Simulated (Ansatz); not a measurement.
## Co under changes of volume

One of the cells (10.688 Å³/atom); the others are scaled copies at fixed shape and fractional positions:

```
Co
1.0
     2.47056    0.00000    0.00000
    -1.23528    2.13957    0.00000
     0.00000    0.00000    8.08823
Co
4
Direct
  0.66667 0.33333 0.75000
  0.00000 0.00000 0.50000
  0.33333 0.66667 0.25000
  0.00000 0.00000 0.00000
```

| Property | Result |
| --- | --- |
| Program | Ansatz 0.2.0 |
| Functional | PBE |
| Potentials or basis | JTH PAW |
| Cutoff | 1320 eV (not typed: the program's choice for these potentials) |
| k mesh | 12 × 12 × 4 |
| Occupations | fermi-dirac, width 0.05 eV |
| Spin | collinear spin, ferromagnetic start |
| Starting moments | [2.0, 2.0, 2.0, 2.0] μB |

| volume (Å³/atom) | energy over the lowest point (meV/atom) | pressure (GPa) | moment (μB per cell) |
| --- | --- | --- | --- |
| 10.047 | 54.07 | 20.9 | 6.26 |
| 10.261 | 30.24 | 15.1 | 6.40 |
| 10.475 | 13.62 | 9.8 | 6.52 |
| 10.688 | 3.70 | 5.0 | 6.61 |
| 10.902 | 0.00 | 0.6 | 6.67 |
| 11.116 | 1.92 | -3.4 | 6.73 |
| 11.330 | ? | ? | ? |

**Question.** What does the run at 11.330 Å³/atom give?

**Answer.** Energy over the lowest point 8.79 meV/atom; pressure -6.9 GPa; moment 6.79 μB per cell.

Worked out: A Birch-Murnaghan fit of order 3 (a polynomial in V^(-2/3)) to the other rows has its minimum at 10.93 Å³/atom with B0 = V·E''(V) = 216 GPa and B' = 3.0 at fixed shape and positions, which overstates the stiffness. It gives 9.18 meV/atom at 11.330 Å³/atom, against the run's 8.79, and -dE/dV = -7.3 GPa, against -6.9. A parabola through the other rows of the moment, of slope 0.0603 μB per Å³/atom there, extrapolates to 6.75 μB, against the run's 6.79.

Energies are extrapolated to zero smearing.
